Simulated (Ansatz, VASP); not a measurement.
## Au in VASP and in Ansatz

```
Au
1.0
    -1.64529    1.64529    1.64529
     1.64529   -1.64529    1.64529
     1.64529    1.64529   -1.64529
Au
1
Direct
  0.00000 0.00000 0.00000
```

Alike in both runs: task single point; functional RPBE; k mesh 15 × 15 × 15; occupations fermi-dirac, width 0.1 eV; no spin polarisation.

|  | VASP | Ansatz |
| --- | --- | --- |
| version | VASP 6.6.1 | Ansatz 0.2.0 |
| potentials or method | VASP PAW PBE potentials, release 64 (Au) | plane waves (420 eV) with PAW, scalar-relativistic |
| plane-wave cutoff (eV) | 520 | 420 |
| valence electrons in the cell | 11 | 19 |

Ansatz gave:

* pressure (GPa): 5.8

**Question.** Estimate VASP's values.

**Answer.** Pressure (GPa): 5.5.

With one functional, cell and mesh, what is left measures potentials, basis and numerics. The two sets of potentials don't hold the same shells in valence.

Caveats: the PAW data sets were made with another functional, which shifts forces and pressure a little (VASP). The runs have no spin-orbit coupling, so splittings on Au are missing.
